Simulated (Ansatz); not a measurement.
# BN: response to strain

Aim: deform BN (zz strain of -2 %) and compute stress, forces and field gradients with LAPW, PAW and all-electron datasets made for the crystal.

Computed with Ansatz 0.2.0 (DFT PBE, scalar-relativistic, unless a step's input says otherwise).

## 1. The system as given

The structure is hexagonal, space group P6_3/mmc (No. 194). The conventional cell has a = 2.504 Å, b = 2.504 Å, c = 6.661 Å, α = 90.00°, β = 90.00°, γ = 120.00°. B (site symmetry -6m2) has 3 N at 1.45 Å as nearest neighbours. Around N (site symmetry -6m2) lie 3 B at 1.45 Å.

As a file:

```cif
data_structure
_symmetry_space_group_name_H-M 'P 1'
_symmetry_Int_Tables_number 1
_cell_length_a 2.5040
_cell_length_b 2.5040
_cell_length_c 6.6612
_cell_angle_alpha 90.000
_cell_angle_beta 90.000
_cell_angle_gamma 120.000
_cell_volume 36.17
loop_
_atom_site_label
_atom_site_type_symbol
_atom_site_fract_x
_atom_site_fract_y
_atom_site_fract_z
_atom_site_occupancy
B1 B 0.33333 0.66667 0.25000 1
B2 B 0.66667 0.33333 0.75000 1
N1 N 0.33333 0.66667 0.75000 1
N2 N 0.66667 0.33333 0.25000 1
```

Atoms are numbered in the order of the input: B1, B2, N3, N4.

## 2. The deformed structure

Space group P6_3/mmc before, P6_3/mmc after.

## 3. Full-potential LAPW

input.yaml reads:

```yaml
crystal:
  lattice:
    - [2.5039917043, 0.0, 0.0]
    - [-1.2519958522, 2.1685204268, 0.0]
    - [0.0, 0.0, 6.527976]
  atoms:
    - { symbol: B, position: [0.3333333333, 0.6666666667, 0.25] }
    - { symbol: B, position: [0.6666666667, 0.3333333333, 0.75] }
    - { symbol: "N", position: [0.3333333333, 0.6666666667, 0.75] }
    - { symbol: "N", position: [0.6666666667, 0.3333333333, 0.25] }
kpoints:
  mp_grid: { grid: [11, 11, 4] }
  band_path:
    path:
      - [0.0, 0.0, 0.0]
      - [0.5, 0.0, 0.0]
      - [0.3333333333, 0.3333333333, 0.0]
      - [0.0, 0.0, 0.0]
      - [0.0, 0.0, 0.5]
      - [0.5, 0.0, 0.5]
      - [0.3333333333, 0.3333333333, 0.5]
      - [0.0, 0.0, 0.5]
      - [0.5, 0.0, 0.5]
    npoints: 5
scf:
  occupations: { method: fermi_dirac, width: 0.02 }
hamiltonian:
  xc: pbe
  pseudopotentials: { kind: all_electron, lapw: { basis_error: 0.001 } }
output:
  forces: true
  stress: true
  eigenvalues: true
```

On the command line:

```sh
ansatz run input.yaml --threads 1 --pin off --max-ram 4096MiB --backend cpu --events-out ev --progress --plain --runs-dir out
```

## 4. PAW on the default files

input.yaml reads:

```yaml
crystal:
  lattice:
    - [2.5039917043, 0.0, 0.0]
    - [-1.2519958522, 2.1685204268, 0.0]
    - [0.0, 0.0, 6.527976]
  atoms:
    - { symbol: B, position: [0.3333333333, 0.6666666667, 0.25] }
    - { symbol: B, position: [0.6666666667, 0.3333333333, 0.75] }
    - { symbol: "N", position: [0.3333333333, 0.6666666667, 0.75] }
    - { symbol: "N", position: [0.6666666667, 0.3333333333, 0.25] }
kpoints:
  mp_grid: { grid: [11, 11, 4] }
scf:
  occupations: { method: fermi_dirac, width: 0.02 }
hamiltonian:
  xc: pbe
  pseudopotentials: { kind: paw }
output:
  forces: true
  stress: true
  eigenvalues: true
  efg: { contact_densities: true }
  write_density: true
  write_potential: true
  elf: true
  volumetric_format: npy
```

## 5. Datasets made for this crystal

input.yaml, as its differences from that of step 4:

```diff
@@ -16,3 +16,3 @@
   xc: pbe
-  pseudopotentials: { kind: paw }
+  pseudopotentials: { kind: all_electron, datasets: crystal }
 output:
@@ -22,5 +22 @@
   efg: { contact_densities: true }
-  write_density: true
-  write_potential: true
-  elf: true
-  volumetric_format: npy
```

(Steps that only read results are left out.)

What does the calculation give? Wanted: pressure; largest shear or deviatoric stress.

**Answer**, as computed:

```
                                 quantity                                           value
                                 pressure  LAPW 3.59, PAW 3.63, crystal datasets 3.59 GPa
largest shear or deviatoric stress (LAPW)                                        0.00 GPa
```

**Reading.** The largest part of the stress beyond the pressure is 0.00 GPa in size, in the zz component; the atoms are carried along and not relaxed. No run of the undeformed cell stands beside it, so the pressure holds what the given cell had before the change. PAW: stress within 0.06 GPa of LAPW. Crystal datasets: stress within 0.01 GPa of LAPW.
